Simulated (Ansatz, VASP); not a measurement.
# Two plane-wave programs on AlN

```
CELL_PARAMETERS angstrom
3.04720 0.00000 0.00000
-1.52360 2.63896 0.00000
0.00000 0.00000 4.87156
ATOMIC_POSITIONS crystal
Al 0.33333 0.66667 0.99890
Al 0.66667 0.33333 0.49890
N 0.33333 0.66667 0.38110
N 0.66667 0.33333 0.88110
```

Alike in both runs: task relaxation of shape and atoms at fixed volume; functional PBE; k mesh 10 × 10 × 6; occupations gaussian, width 0.05 eV; no spin polarisation.

```csv
,VASP,Ansatz
version,VASP 6.6.1,Ansatz 0.2.0
potentials or method,"VASP PAW PBE potentials, release 64 (Al, N)","scalar-relativistic, plane waves, PAW"
plane-wave cutoff (eV),600,420
valence electrons in the cell,16,16
```

Ansatz gave:

| Quantity | Value |
| --- | --- |
| gap on the k mesh at the Fermi level, each at its own relaxed structure (eV) | 4.73 |
| relaxed volume (Å³/atom) | 9.79 |
| relaxed cell length with the largest relative difference (Å) | 4.860 |

Problem. Which values does VASP return?

Solution. gap on the k mesh at the Fermi level, each at its own relaxed structure (eV): 4.74; relaxed volume (Å³/atom): 9.79; relaxed cell length with the largest relative difference (Å): 4.860.

A k mesh can miss the band edges.
